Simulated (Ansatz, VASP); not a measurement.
Re: VASP beside Ansatz

```
Re
1.0
     2.58816    0.00000    0.00000
     0.00000    2.58816    0.00000
     0.00000    0.00000    2.58816
Re
1
Direct
  0.00000 0.00000 0.00000
```

Alike in both runs: functional revPBE; k mesh 12 × 12 × 12; occupations fermi-dirac, width 0.1 eV; no spin polarisation.

Ansatz relaxed the structure, and its values are those at the end. VASP's run is a single point on that final structure, the one shown.

|  | VASP | Ansatz |
| --- | --- | --- |
| version | VASP 6.6.1 | Ansatz 0.2.0 |
| potentials or method | VASP PAW PBE potentials, release 64 (Re) | plane waves (420 eV) with PAW, scalar-relativistic |
| plane-wave cutoff (eV) | 520 | 420 |
| valence electrons in the cell | 7 | 15 |

Ansatz gave:

- pressure (GPa): 0.0

Which values does VASP return?

Pressure (GPa): -1.1.

The functional is the same, so the differences come from potentials, cutoffs and numerics. The two sets of potentials don't hold the same shells in valence.

Caveats: the PAW data sets were made with another functional, which shifts forces and pressure a little (VASP). Spin-orbit coupling is left out, which matters for the levels of Re.
